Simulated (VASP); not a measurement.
# MoS2 in VASP: notebook

The runs below take MoS2 through work function, with LDA, PBE.

Program: VASP 6.6.1. These are calculated values, not measurements. Logs are shortened: lines on timing, memory, paths and dates and some standing lists are left out, and cuts for length are marked.

## (1) The sheet as given

The cell holds a sheet with vacuum, 9 atoms: a = 3.160 Å, b = 3.160 Å, c = 33.424 Å, α = 90.00°, β = 90.00°, γ = 120.00°.

The cell was built by a generator and needn't be a form met in nature.

## (2) Work function, LDA

The input, INCAR:

```
PREC = Accurate ; ENCUT = 520
EDIFF = 1E-6 ; ISMEAR = -1
SIGMA = 0.05 ; LREAL = F
LASPH = T ; NELM = 60
ALGO = Normal ; ISIF = 2
LWAVE = F ; LCHARG = T
GGA = CA ; LELF = T
LVHAR = T ; LVACPOTAV = T
```

The input, KPOINTS:

```
Automatic mesh
0
Gamma
  10 10 1
```

The input, POSCAR:

```
MoS2
1.0
    3.1600000000      0.0000000000      0.0000000000
   -1.5800000000      2.7366402760      0.0000000000
    0.0000000000      0.0000000000     33.4240000000
S Mo
6 3
Direct
    0.6666666667      0.3333333333      0.2692675921
    0.6666666667      0.3333333333      0.3629128770
    0.3333333333      0.6666666667      0.4531773576
    0.3333333333      0.6666666667      0.5468226424
    0.6666666667      0.3333333333      0.6370871230
    0.6666666667      0.3333333333      0.7307324079
    0.3333333333      0.6666666667      0.3160902346
    0.6666666667      0.3333333333      0.5000000000
    0.3333333333      0.6666666667      0.6839097654
```

Potentials or basis: VASP PAW LDA potentials, release 64 (S, Mo_sv).

The run is started by

```
cat potpaw_LDA.64/S/POTCAR potpaw_LDA.64/Mo_sv/POTCAR > POTCAR
mpirun -np 1 vasp_std > vasp.out
```

OUTCAR:

```text
PREC = Accurate
   ENCUT = 520
   EDIFF = 1E-6
   ISMEAR = -1
   LREAL = F
   LASPH = T
   NELM = 60
   ISIF = 2
   GGA = CA

 ion  position               nearest neighbor table
   1  0.667  0.333  0.269-   7 2.40   7 2.40   7 2.40
   2  0.667  0.333  0.363-   7 2.40   7 2.40   7 2.40
   3  0.333  0.667  0.453-   8 2.40   8 2.40   8 2.40
   4  0.333  0.667  0.547-   8 2.40   8 2.40   8 2.40
   5  0.667  0.333  0.637-   9 2.40   9 2.40   9 2.40
   6  0.667  0.333  0.731-   9 2.40   9 2.40   9 2.40
   7  0.333  0.667  0.316-   2 2.40   2 2.40   2 2.40   1 2.40   1 2.40   1 2.40
   8  0.667  0.333  0.500-   3 2.40   4 2.40   3 2.40   4 2.40   3 2.40   4 2.40
   9  0.333  0.667  0.684-   5 2.40   5 2.40   5 2.40   6 2.40   6 2.40   6 2.40

  LATTYP: Found a hexagonal cell.
 ALAT       =     3.1600000000
 C/A-ratio  =    10.5772151899

  Lattice vectors:

 A1 = (   3.1600000000,   0.0000000000,   0.0000000000)
 A2 = (  -1.5800000000,   2.7366402760,   0.0000000000)
 A3 = (   0.0000000000,   0.0000000000,  33.4240000000)

Analysis of symmetry for initial positions (statically):
=====================================================================
 Subroutine PRICEL returns:
 Original cell was already a primitive cell.

 Routine SETGRP: Setting up the symmetry group for a
 hexagonal supercell.

 Subroutine GETGRP returns: Found 12 space group operations
 (whereof 12 operations were pure point group operations)
 out of a pool of 24 trial point group operations.

The static configuration has the point symmetry D_3h.

Analysis of symmetry for dynamics (positions and initial velocities):
=====================================================================
 Subroutine PRICEL returns:
 Original cell was already a primitive cell.

 Routine SETGRP: Setting up the symmetry group for a
 hexagonal supercell.

 Subroutine GETGRP returns: Found 12 space group operations
 (whereof 12 operations were pure point group operations)
 out of a pool of 24 trial point group operations.

The dynamic configuration has the point symmetry D_3h.

 Subroutine INISYM returns: Found 12 space group operations
 (whereof 12 operations are pure point group operations),
 and found     1 'primitive' translations

----------------------------------------------------------------------------------------

                                     Primitive cell

  volume of cell :     289.0435

  direct lattice vectors                    reciprocal lattice vectors
     3.160000000  0.000000000  0.000000000     0.316455696  0.182705781  0.000000000
    -1.580000000  2.736640276  0.000000000     0.000000000  0.365411563  0.000000000
     0.000000000  0.000000000 33.424000000     0.000000000  0.000000000  0.029918621

  length of vectors
     3.160000000  3.160000000 33.424000000     0.365411563  0.365411563  0.029918621

  position of ions in fractional coordinates (direct lattice)
     0.666666667  0.333333333  0.269267592
     0.666666667  0.333333333  0.362912877
     0.333333333  0.666666667  0.453177358
     0.333333333  0.666666667  0.546822642
     0.666666667  0.333333333  0.637087123
     0.666666667  0.333333333  0.730732408
     0.333333333  0.666666667  0.316090235
     0.666666667  0.333333333  0.500000000
     0.333333333  0.666666667  0.683909765

  ion indices of the primitive-cell ions
   primitive index   ion index
                 1           1
                 2           2
                 3           3
                 4           4
                 5           5
                 6           6
                 7           7
                 8           8
                 9           9

----------------------------------------------------------------------------------------

 KPOINTS: Automatic mesh

Automatic generation of k-mesh.
 Grid dimensions read from file:
 generate k-points for:   10   10    1

 Generating k-lattice:

  Cartesian coordinates                     Fractional coordinates (reciprocal lattice)
     0.031645570  0.018270578  0.000000000     0.100000000  0.000000000  0.000000000
     0.000000000  0.036541156  0.000000000     0.000000000  0.100000000  0.000000000
     0.000000000  0.000000000  0.029918621     0.000000000  0.000000000  1.000000000

  Length of vectors
     0.036541156  0.036541156  0.029918621

  Shift w.r.t. Gamma in fractional coordinates (k-lattice)
     0.000000000  0.000000000  0.000000000

 Subroutine IBZKPT returns following result:
 ===========================================

 Found     14 irreducible k-points:

 Following reciprocal coordinates:
            Coordinates               Weight
  0.000000  0.000000  0.000000      1.000000
  0.100000 -0.000000  0.000000      6.000000
  0.200000 -0.000000  0.000000      6.000000
  0.300000  0.000000  0.000000      6.000000
  0.400000 -0.000000  0.000000      6.000000
  0.500000  0.000000  0.000000      3.000000
  0.100000  0.100000  0.000000      6.000000
  0.200000  0.100000  0.000000     12.000000
  0.300000  0.100000  0.000000     12.000000
  0.400000  0.100000  0.000000     12.000000
  0.200000  0.200000  0.000000      6.000000
  0.300000  0.200000  0.000000     12.000000
  0.400000  0.200000  0.000000      6.000000
  0.300000  0.300000  0.000000      6.000000
   k-points           NKPTS =     14   k-points in BZ     NKDIM =     14   number of bands    NBANDS=     46
   number of dos      NEDOS =    301   number of ions     NIONS =      9
   total plane-waves  NPLWV = 144000
   dimension x,y,z NGX =    24 NGY =   24 NGZ =  250
   dimension x,y,z NGXF=    48 NGYF=   48 NGZF=  500
   ions per type =               6   3
   NGX,Y,Z   is equivalent  to a cutoff of  12.63, 12.63, 12.43 a.u.
   NGXF,Y,Z  is equivalent  to a cutoff of  25.25, 25.25, 24.87 a.u.
 SYSTEM =  unknown system
   PREC   = accura    normal or accurate (medium, high low for compatibility)
   ISTART =      0    job   : 0-new  1-cont  2-samecut
   ICHARG =      2    charge: 1-file 2-atom 10-const
   ISPIN  =      1    spin polarized calculation?
   LNONCOLLINEAR =      F non collinear calculations
   LSORBIT =      F    spin-orbit coupling
   LASPH  =      T    aspherical Exc in radial PAW
   ENCUT  =  520.0 eV  38.22 Ry    6.18 a.u.   5.88  5.88 62.15*2*pi/ulx,y,z
   NELM   =     60;   NELMIN=  2; NELMDL= -5     # of ELM steps
   EDIFF  = 0.1E-05   stopping-criterion for ELM
   LREAL  =      F    real-space projection
   EDIFFG = 0.1E-04   stopping-criterion for IOM
   NSW    =      0    number of steps for IOM
   IBRION =     -1    ionic relax: 0-MD 1-quasi-New 2-CG
   NFREE  =      0    steps in history (QN), initial steepest desc. (CG)
   ISIF   =      2    stress and relaxation
   ISYM   =      2    0-nonsym 1-usesym 2-fastsym
   POTIM  = 0.5000    time-step for ionic-motion
   TEBEG  =    0.0;   TEEND  =   0.0 temperature during run
   PSTRESS=    0.0 pullay stress
   NELECT =      78.0000    total number of electrons
   NUPDOWN=      -1.0000    fix difference up-down
   EMIN   =  10.00;   EMAX   =-10.00  energy-range for DOS
   EFERMI =   0.00;   METHOD = LEGACY
   ISMEAR =    -1;   SIGMA  =   0.05  broadening in eV -4-tet -1-fermi 0-gaus
   EFERMI_NEDOS =   21; number of points for ismear=-14 and -15
   IALGO  =     38    algorithm
   IMIX   =      4    mixing-type and parameters
     AMIX     =   0.40;   BMIX     =  1.00
     AMIX_MAG =   1.60;   BMIX_MAG =  1.00
  volume/ion in A,a.u.               =      32.12       216.73
  Fermi-wavevector in a.u.,A,eV,Ry     =   1.057918  1.999175 15.227508  1.119190
  Thomas-Fermi vector in A             =   2.193208
   LORBIT       =      0    0 simple, 1 ext, 2 COOP (PROOUT), +10 PAW based schemes
   GGA     = CA    functional components
   LHFCALC =     F    Hartree Fock is set to
   AEXX    =    0.0000 exact exchange contribution
   IVDW    =     0    specifies the selected vdW correction
   LEPSILON=     F    determine dielectric tensor
   LRPA    =     F    only Hartree local field effects (RPA)
 non-spin polarized calculation
  energy-cutoff  :      520.00
  volume of cell :      289.04
 maximum number of plane-waves:      7822
 NGX is ok and might be reduce to    24
   NGX = 11   NGY = 11   NGZ =125

 number of electron      78.0000005 magnetization

 Free energy of the ion-electron system (eV)
  ---------------------------------------------------
  ext. energy  EPLUGINS =         0.00000000
  ---------------------------------------------------
  free energy    TOTEN  =       -73.24918673 eV

  energy without entropy =      -73.24918505  energy(sigma->0) =      -73.24918589

 E-fermi :   2.0420     XC(G=0):  -6.4832

 val. band max:        1.5610162066   @ k =   0.0000   0.0000   0.0000
 cond. band min:       2.6323987495   @ k =   0.2000   0.2000   0.0000
 fundamental gap:      1.0713825430
 Fermi energy:         2.0420033265

 k-point     1 :       0.0000    0.0000    0.0000
  band No.  band energies     occupation
      1     -59.4946      2.00000
      2     -59.4926      2.00000
      3     -59.4926      2.00000
      4     -33.8529      2.00000
      5     -33.8513      2.00000
      6     -33.8513      2.00000
[... 38 lines left out ...]
     45       3.8038      0.00000
     46       3.9855      0.00000

 k-point     2 :       0.1000   -0.0000    0.0000
  band No.  band energies     occupation
      1     -59.4905      2.00000
      2     -59.4885      2.00000
      3     -59.4885      2.00000
      4     -33.8451      2.00000
      5     -33.8435      2.00000
      6     -33.8435      2.00000
[... 38 lines left out ...]
     45       3.7940      0.00000
     46       3.8003      0.00000

 k-point     3 :       0.2000   -0.0000    0.0000
  band No.  band energies     occupation
      1     -59.4799      2.00000
      2     -59.4779      2.00000
      3     -59.4779      2.00000
      4     -33.8246      2.00000
      5     -33.8230      2.00000
      6     -33.8230      2.00000
[... 528 lines left out ...]
     45       4.2073      0.00000
     46       4.2125      0.00000

 k-point    14 :       0.3000    0.3000    0.0000
  band No.  band energies     occupation
      1     -59.4474      2.00000
      2     -59.4455      2.00000
      3     -59.4455      2.00000
      4     -33.9307      2.00000
      5     -33.9278      2.00000
      6     -33.9278      2.00000
[... 38 lines left out ...]
     45       4.3287      0.00000
     46       4.3342      0.00000

------------------------ aborting loop because EDIFF is reached ----------------------------------------

  FORCE on cell =-STRESS in cart. coord.  units (eV):
  Direction    XX          YY          ZZ          XY          YZ          ZX
  --------------------------------------------------------------------------------------
  -------------------------------------------------------------------------------------
  Total       -4.8451776     -4.8451776     -4.6714541      0.0000000     -0.0000000      0.0000000
  in kB      -26.8569731    -26.8569731    -25.8940180      0.0000000     -0.0000000      0.0000000
  external PRESSURE =     -26.5359881 kB  Pullay stress =       0.0000000 kB

 VOLUME and BASIS-vectors are now :
 -----------------------------------------------------------------------------
  energy-cutoff  :      520.00
  volume of cell :      289.04
      direct lattice vectors                 reciprocal lattice vectors
     3.160000000  0.000000000  0.000000000     0.316455696  0.182705781  0.000000000
    -1.580000000  2.736640276  0.000000000     0.000000000  0.365411563  0.000000000
     0.000000000  0.000000000 33.424000000     0.000000000  0.000000000  0.029918621

 POSITION                                       TOTAL-FORCE (eV/Angst)
 -----------------------------------------------------------------------------------
      1.58000      0.91221      9.00000         0.000000     -0.000000      0.484465
      1.58000      0.91221     12.13000         0.000000     -0.000000     -0.407270
     -0.00000      1.82443     15.14700         0.000000     -0.000000      0.409400
     -0.00000      1.82443     18.27700         0.000000     -0.000000     -0.409400
      1.58000      0.91221     21.29400         0.000000     -0.000000      0.407270
      1.58000      0.91221     24.42400         0.000000     -0.000000     -0.484465
     -0.00000      1.82443     10.56500        -0.000000      0.000000     -0.035341
      1.58000      0.91221     16.71200        -0.000000     -0.000000     -0.000000
     -0.00000      1.82443     22.85900        -0.000000      0.000000      0.035341
 -----------------------------------------------------------------------------------
    total drift:                                0.000000     -0.000000      0.000000

  FREE ENERGIE OF THE ION-ELECTRON SYSTEM (eV)
  ---------------------------------------------------
  free  energy   TOTEN  =       -73.2491867302 eV

  energy  without entropy=      -73.2491850513  energy(sigma->0) =      -73.24918589
```

Run time: 2.9 min. Hardware: 1 thread of Intel Xeon 6975P-C (Granite Rapids), shared host; peak memory 0.37 GiB.

Results:

| Property | Result |
| --- | --- |
| Free energy | -73.2492 eV |
| Largest force | 0.484 eV/Å |
| Band gap on the k mesh | 1.07 eV, indirect (least direct gap 1.93 eV) |

Forces on the atoms (eV/Å):
```
S    0.000  0.000  0.484
S    0.000  0.000 -0.407
S    0.000  0.000  0.409
S    0.000  0.000 -0.409
S    0.000  0.000  0.407
S    0.000  0.000 -0.484
Mo   0.000  0.000 -0.035
Mo   0.000  0.000  0.000
Mo   0.000  0.000  0.035
```

Levels at points of the mesh, in eV from the valence-band top:
```tsv
k point	band 35	band 36	band 37	band 38	band 39	band 40	band 41	band 42	band 43	band 44
(0.00, 0.00, 0.00)	-2.03	-1.64	-0.92	-0.33	0.00	2.21	2.21	2.23	2.23	2.24
(0.50, 0.00, 0.00)	-1.48	-1.41	-1.29	-1.23	-1.20	1.72	1.74	1.76	2.14	2.25
```

## (3) Work function, PBE

Changes to INCAR since step 2:

```diff
@@ -6,3 +6,3 @@
 LWAVE = F ; LCHARG = T
-GGA = CA ; LELF = T
+GGA = PE ; LELF = T
 LVHAR = T ; LVACPOTAV = T
```

KPOINTS is that of step 2.

POSCAR is that of step 2.

Potentials or basis: VASP PAW PBE potentials, release 64 (S, Mo_sv).

The run is started by

```
cat potpaw_PBE.64/S/POTCAR potpaw_PBE.64/Mo_sv/POTCAR > POTCAR
mpirun -np 1 vasp_std > vasp.out
```

OUTCAR:

```text
PREC = Accurate
   ENCUT = 520
   EDIFF = 1E-6
   ISMEAR = -1
   LREAL = F
   LASPH = T
   NELM = 60
   ISIF = 2
   GGA = PE

 ion  position               nearest neighbor table
   1  0.667  0.333  0.269-   7 2.40   7 2.40   7 2.40
   2  0.667  0.333  0.363-   7 2.40   7 2.40   7 2.40
   3  0.333  0.667  0.453-   8 2.40   8 2.40   8 2.40
   4  0.333  0.667  0.547-   8 2.40   8 2.40   8 2.40
   5  0.667  0.333  0.637-   9 2.40   9 2.40   9 2.40
   6  0.667  0.333  0.731-   9 2.40   9 2.40   9 2.40
   7  0.333  0.667  0.316-   2 2.40   2 2.40   2 2.40   1 2.40   1 2.40   1 2.40
[... 891 lines left out ...]
  in kB       14.4812232     14.4812232     11.7443109      0.0000000      0.0000000     -0.0000000
  external PRESSURE =      13.5689191 kB  Pullay stress =       0.0000000 kB

 VOLUME and BASIS-vectors are now :
 -----------------------------------------------------------------------------
  energy-cutoff  :      520.00
  volume of cell :      289.04
      direct lattice vectors                 reciprocal lattice vectors
     3.160000000  0.000000000  0.000000000     0.316455696  0.182705781  0.000000000
    -1.580000000  2.736640276  0.000000000     0.000000000  0.365411563  0.000000000
     0.000000000  0.000000000 33.424000000     0.000000000  0.000000000  0.029918621

 POSITION                                       TOTAL-FORCE (eV/Angst)
 -----------------------------------------------------------------------------------
      1.58000      0.91221      9.00000         0.000000     -0.000000     -0.098646
      1.58000      0.91221     12.13000         0.000000     -0.000000     -0.022698
     -0.00000      1.82443     15.14700         0.000000     -0.000000      0.024035
     -0.00000      1.82443     18.27700         0.000000     -0.000000     -0.024035
      1.58000      0.91221     21.29400         0.000000     -0.000000      0.022698
      1.58000      0.91221     24.42400         0.000000     -0.000000      0.098646
     -0.00000      1.82443     10.56500         0.000000      0.000000     -0.043742
      1.58000      0.91221     16.71200        -0.000000      0.000000     -0.000000
     -0.00000      1.82443     22.85900         0.000000      0.000000      0.043742
 -----------------------------------------------------------------------------------
    total drift:                                0.000000     -0.000000      0.000000

  FREE ENERGIE OF THE ION-ELECTRON SYSTEM (eV)
  ---------------------------------------------------
  free  energy   TOTEN  =       -65.4472116157 eV

  energy  without entropy=      -65.4472107226  energy(sigma->0) =      -65.44721117
```

OSZICAR:

```text
N       E                     dE             d eps       ncg     rms          rms(c)
DAV:   1     0.690683686694E+03    0.69068E+03   -0.42574E+04  1584   0.149E+03
DAV:   2    -0.179428343992E+02   -0.70863E+03   -0.69148E+03  1582   0.365E+02
DAV:   3    -0.676415128280E+02   -0.49699E+02   -0.48566E+02  1572   0.840E+01
[... 18 lines left out ...]
DAV:  22    -0.654472074280E+02   -0.88826E-05   -0.22375E-07   982   0.128E-03    0.740E-04
DAV:  23    -0.654472087089E+02   -0.12809E-05   -0.85286E-08   962   0.639E-04    0.670E-04
DAV:  24    -0.654472098788E+02   -0.11698E-05   -0.20080E-08   902   0.518E-04    0.396E-04
DAV:  25    -0.654472112121E+02   -0.13334E-05   -0.61594E-08   930   0.468E-04    0.215E-04
DAV:  26    -0.654472116157E+02   -0.40356E-06   -0.65637E-09   890   0.223E-04
   1 F= -.65447212E+02 E0= -.65447211E+02  d E =-.893086E-06
```

It took 3.6 min on 1 thread of Intel Xeon 6975P-C (Granite Rapids), shared host; peak memory 0.41 GiB.

Results:

| Quantity | Value |
| --- | --- |
| Free energy | -65.4472 eV |
| Largest force | 0.099 eV/Å |
| Band gap on the k mesh | 1.15 eV, indirect (least direct gap 1.93 eV) |

Forces on the atoms (eV/Å):
```
S    0.000  0.000 -0.099
S    0.000  0.000 -0.023
S    0.000  0.000  0.024
S    0.000  0.000 -0.024
S    0.000  0.000  0.023
S    0.000  0.000  0.099
Mo   0.000  0.000 -0.044
Mo   0.000  0.000  0.000
Mo   0.000  0.000  0.044
```

A hybrid or GW would open this gap; PBE tends to underestimate it.

[end of part 1 of 2]
